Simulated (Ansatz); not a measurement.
# Ge (Fd-3m) in Ansatz: band structure with PBEsol

Aim: the band structure of Ge with PBEsol.

All numbers are computed with Ansatz 0.2.0; they aren't measurements. Logs are shortened: lines on timing, memory, paths and dates and some standing lists are left out, and cuts for length are marked.

**Measured values to compare with.**

“Electronic and optical properties of SixGe1-x-ySny alloys lattice-matched to Ge”, 2021, arxiv:2109.02782 reports, for a bulk crystal of Ge at 293 K: band gap 0.666 eV (indirect).

The runs below are set against these values where they give the same quantity.

**1. Starting point**

It takes space group Fd-3m (No. 227, cubic). The conventional cell has a = 5.658 Å, b = 5.658 Å, c = 5.658 Å, α = 90.00°, β = 90.00°, γ = 90.00°. Ge (site symmetry -43m) is surrounded by 4 Ge at 2.45 Å.

**2. Band structure, PBEsol**

input.yaml reads:

```yaml
crystal:
  lattice:
    - [0.0, 2.82891, 2.82891]
    - [2.82891, 0.0, 2.82891]
    - [2.82891, 2.82891, 0.0]
  atoms:
    - { symbol: Ge, position: [0.75, 0.75, 0.75] }
    - { symbol: Ge, position: [0.5, 0.5, 0.5] }
hamiltonian:
  xc: pbesol
  pseudopotentials: { kind: paw }
kpoints:
  mp_grid: { grid: [8, 8, 8] }
  band_path:
    path:
      - [[0.0, 0.0, 0.0], [0.5, 0.0, 0.5], [0.5, 0.25, 0.75], [0.375, 0.375, 0.75], [0.0, 0.0, 0.0], [0.5, 0.5, 0.5], [0.625, 0.25, 0.625], [0.5, 0.25, 0.75], [0.5, 0.5, 0.5], [0.375, 0.375, 0.75]]
      - [[0.625, 0.25, 0.625], [0.5, 0.0, 0.5]]
    npoints: 14
scf:
  occupations: { method: fermi_dirac, width: 0.05 }
  n_extra_bands: 6
output:
  forces: true
  stress: true
  eigenvalues: true
  fatbands: true
```

Potentials or basis: Ansatz PAW.

Run with:

```
> ansatz run input.yaml --threads 2 --pin off --max-ram 5632MiB --backend cpu --events-out ev --progress --plain --runs-dir out
```

The program printed:

```text
Warning: RAYON_NUM_THREADS=2 ignored (pool sized by the plan → 2); use --threads N
scf.n_extra_bands = 6 over 14 filled bands (N_el = 28.0): the run solves 20 bands
Engine: ansatz 0.2.0, x86_64-unknown-linux-gnu
Pseudopotentials: kind: paw
Pseudopotential: Ge, paw, valence charge 14, recommended cutoff 420 eV (normal), Ge.paw.azcp
Functional definition: PBEsol
  exchange = pbesol_x
  correlation = pbesol_c
Crystal: 2 atoms, lattice volume = 45.278 Å³
Basis set: ecut = 420 eV, 893 PW (Γ), exchange–correlation on 54×54×54 points (8 copies of the dense FFT grid, shifted against one another)
Bands: 20, of which v1, the nominal top of the filled ones, is band 14 counted from 1 (13 counted from 0)
Symmetry: 48 space group operations
Space group: Fd-3m (ITA 227), of the structure as read, at distance tolerance 3.6e-5 Å
k-points: 29 of 512
Non-local potential: Ge, projectors of the file, l = 0: 2, l = 1: 2, l = 2: 3, l = 3: 1
PAW form: soft (Blöchl's): semilocal exchange-correlation on the pseudo side does not see the compensation charge
PAW frozen core: Ge, regenerated for the run's functional, and the local potential with it (the file was generated under x = pbe(κ = 0.804, μ = 0.2195149727645171), c = pbe(β = 0.06672455060314922))
PAW one-centre angular grid: Ge, 590 points (default); XC on 64 Gauss nodes
Initial density: superposition of atomic densities (neutral atoms: chi_scale 0, normalization atom), corrected by the library's trained network
Initial wavefunctions: pseudopotential atomic-orbital guess
Functional: x = pbesol(κ = 0.804, μ = 0.12345679012345678), c = pbesol(β = 0.046)
SCF iter   1: F=—  HF=-8506.983253 eV  |F-HF|=—  |Δ(HF+E_count)|=         —  Δρ=2.36e-3  dr2=3.06e-3  ethr=1.77e-3  ⟨swp⟩=6.0  Hψ=2778  notcnv=0  defer=2
preconditioner: auto → Kerker (q_TF=auto, 2.518 Å⁻¹)  [metal: Δε(μ)=0.113 eV  Ē_g=25.092 eV  σ=0.050 eV  W_gap=0.46  n_scr=14 (ndim 8)  ℏωp=29.2 eV  f_vac=0.074  D(μ)=0.12/eV (n_scr^D=0)]
SCF iter   2: F=—  HF=-8506.982051 eV  |F-HF|=—  |Δ(HF+E_count)|=   1.20e-3  Δρ=1.70e-3  dr2=1.68e-3  ethr=1.09e-5  ⟨swp⟩=1.2  Hψ=821  notcnv=0  defer=7
SCF iter   3: F=—  HF=-8506.982214 eV  |F-HF|=—  |Δ(HF+E_count)|=   1.62e-4  Δρ=9.87e-4  dr2=2.26e-4  ethr=5.99e-6  ⟨swp⟩=2.0  Hψ=948  notcnv=0  defer=7
SCF iter   4: F=—  HF=-8506.982032 eV  |F-HF|=—  |Δ(HF+E_count)|=   1.81e-4  Δρ=3.01e-4  dr2=9.37e-5  ethr=8.06e-7  ⟨swp⟩=2.0  Hψ=948  notcnv=0  defer=7
SCF iter   5: F=—  HF=-8506.982048 eV  |F-HF|=—  |Δ(HF+E_count)|=   1.56e-5  Δρ=1.93e-4  dr2=2.05e-5  ethr=3.35e-7  ⟨swp⟩=2.0  Hψ=948  notcnv=0  defer=7
SCF iter   6: F=—  HF=-8506.982058 eV  |F-HF|=—  |Δ(HF+E_count)|=   1.03e-5  Δρ=6.31e-5  dr2=1.30e-6  ethr=7.33e-8  ⟨swp⟩=2.0  Hψ=659  notcnv=0  defer=7
SCF iter   7: F=-8506.982059 eV  HF=-8506.982059 eV  |F-HF|=1.34e-8  |Δ(HF+E_count)|=   4.00e-7  Δρ=9.94e-6  dr2=2.53e-8  ethr=3.57e-10  ⟨swp⟩=6.2  Hψ=2608  notcnv=0
SCF 1 converged in 7 iterations: F = -8506.982059 eV  dr2 = 2.53e-8
NSCF: frozen V_eff on 142 k-points
SCF converged after 7 iterations
Free energy (F): -8506.982059 eV
Harris-Foulkes:  -8506.982059 eV  (|F-HF|=1.34e-8)
Internal energy: -8506.981127 eV  (E = F + TS)
E sigma→0 (E₀):  -8506.981593 eV
Entropy (-TS):   -0.000932 eV (-0.466 meV/atom)
Fermi energy:    8.461354 eV
--- Per-component energies (eV) ---
  E_band       = -302.388227
  E_kinetic    = 223.284350
  E_local      = -4944.371265  (includes V_loc(G=0)·N_el)
  E_nonlocal   = 840.447868
  E_hartree    = 2167.336614
  E_xc         = -150.021064
  E_vxc        = -129.578177  (∫ρ·V_xc dr)
  E_paw        = -3958.359496  (= ΣΔE_a)
  E_vpaw       = -626.837064  (= ΣTr[D̂ρ^β])
  E_aug_tail   = 0.000703  (compensation charges beyond the density's cutoff)
  E_ewald      = -2687.134708
  E_core_change = 1.835872  (= ΣΔE_core)
  E_smearing   = -0.000932  (= −TS)
  E_closure    = 0.000000  (closes the sum)
  Σ components = -8506.982059   (vs F -8506.982059, Δ=0.00e0)
--- Forces (eV/Å), atoms counted from 1 ---
  atom   1  Ge     0.00000000    -0.00000000    -0.00000000
  atom   2  Ge     0.00000000     0.00000000    -0.00000000
  max |Σ_I F_I| component: 4.63e-17 eV/Å
--- Stress (GPa, compression-positive) ---
        0.648345      -0.000000       0.000000
       -0.000000       0.648345       0.000000
        0.000000       0.000000       0.648345
  P = ⅓ Tr σ = 0.6483 GPa (6.483 kbar)
--- Band table (eV; the first three rows and the last of 29) ---
  k-point 0: bands = ["-16.3676", "-16.3676", "-16.3676", "-16.3314", "-16.3314", "-16.1197", "-16.1197", "-16.1197", "-16.1066", "-16.1066", "-4.3521", "8.4258", "8.4433", "8.4433", "8.4433", "10.9686", "10.9686", "10.9686", "14.6653", "17.8720"]
  k-point 1: bands = ["-16.3757", "-16.3757", "-16.3651", "-16.3200", "-16.3200", "-16.1319", "-16.1319", "-16.1227", "-16.0963", "-16.0963", "-4.1614", "6.0692", "8.1061", "8.1061", "9.4387", "11.4185", "11.4185", "11.8877", "15.6208", "16.9471"]
  k-point 2: bands = ["-16.3858", "-16.3858", "-16.3589", "-16.3028", "-16.3028", "-16.1457", "-16.1457", "-16.1300", "-16.0860", "-16.0860", "-3.6078", "3.7053", "7.5574", "7.5574", "9.0556", "12.0460", "12.0460", "14.0104", "16.2929", "16.6954"]
  k-point 28: bands = ["-16.4154", "-16.4154", "-16.2732", "-16.2732", "-16.2241", "-16.2241", "-16.1919", "-16.1919", "-16.0529", "-16.0529", "-0.3579", "-0.3579", "4.5059", "4.5059", "12.7236", "12.7236", "13.0754", "13.0754", "19.4069", "19.4069"]
```

Run time: 2.5 s. Hardware: 2 threads of AMD EPYC 7R13 (Zen 3), shared host; peak memory 0.36 GiB.

Results:

```
Free energy            : -8506.9821 eV
Pressure               : 0.6 GPa
Band gap on the k mesh : none (metal or under the smearing width)
```

Levels at the corners of the path, in eV from the Fermi level:
```csv
point,band 11,band 12,band 13,band 14,band 15,band 16,band 17,band 18
Γ,-12.81,-0.04,-0.02,-0.02,-0.02,2.51,2.51,2.51
X,-8.92,-8.92,-3.11,-3.11,0.64,0.64,9.46,9.46
W,-8.82,-8.82,-3.96,-3.96,4.26,4.26,4.61,4.61
K,-9.39,-8.33,-4.39,-2.66,1.06,4.00,7.14,7.33
Γ,-12.81,-0.04,-0.02,-0.02,-0.02,2.51,2.51,2.51
L,-10.72,-7.64,-1.43,-1.43,0.10,3.68,3.68,6.94
U,-9.39,-8.33,-4.39,-2.66,1.06,4.00,7.14,7.33
W,-8.82,-8.82,-3.96,-3.96,4.26,4.26,4.61,4.61
L,-10.72,-7.64,-1.43,-1.43,0.10,3.68,3.68,6.94
K,-9.39,-8.33,-4.39,-2.66,1.06,4.00,7.14,7.33
U,-9.39,-8.33,-4.39,-2.66,1.06,4.00,7.14,7.33
X,-8.92,-8.92,-3.11,-3.11,0.64,0.64,9.46,9.46
```

Caveat: the PAW data sets come from PBE, with cores solved anew for the run's functional, which leaves a small shift of forces and pressure.

**3. The reference run**

An earlier run on the cell as given: functional PBEsol; potentials or basis Ansatz PAW; cutoff 420 eV (not typed: the program's choice for these potentials); k mesh 8 × 8 × 8; occupations fermi-dirac, width 0.05 eV; no spin polarisation.

* Pressure: 0.6 GPa
* Band gap on the k mesh: none (metal or under the smearing width)

**4. How close it comes**

Step 2. A measured gap of Ge is 0.666 eV (indirect; 293 K; “Electronic and optical properties of SixGe1-x-ySny alloys lattice-matched to Ge”, 2021, arxiv:2109.02782); the calculated 0.00 eV misses it by -0.67 eV. 3 values of this kind are on record (0.666 to 0.807 eV); this one was drawn at random among those near their median. Spin-orbit coupling on Ge is left out. The value is that of PBEsol on a finite k mesh, which can miss the band edges, without temperature or zero-point motion. Semilocal functionals fall short of measured gaps as a rule.
